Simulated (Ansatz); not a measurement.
The system is I.

```
I
1.0
     0.00000    2.36560    3.90984
     2.19225    0.00000    3.90984
     2.19225    2.36560    0.00000
I
1
Direct
  0.00000 0.00000 0.00000
```

Base run:

| Property | Result |
| --- | --- |
| Program | Ansatz 0.2.0 |
| Functional | BLYP |
| Potentials or basis | all-electron LAPW, scalar-relativistic |
| Cutoff | 161 eV |
| Density cutoff | 644 eV |
| Basis error allowed | 0.001 eV/atom |
| k mesh | 9 × 9 × 9 |
| Occupations | fermi-dirac, width 0.05 eV |
| Spin | no spin polarisation |

Its results: pressure 3.1 GPa.

Question: The run is repeated on the same cell with these changes: functional from BLYP to LDA. What comes out?

Answer: Pressure -2.3 GPa.

LDA binds more tightly than BLYP, so the same cell stands under less pressure.

Caveats: an odd number of electrons without spin polarisation forces a metal; a magnetic or distorted state may lie lower.

Not every run made on this cell is shown here.
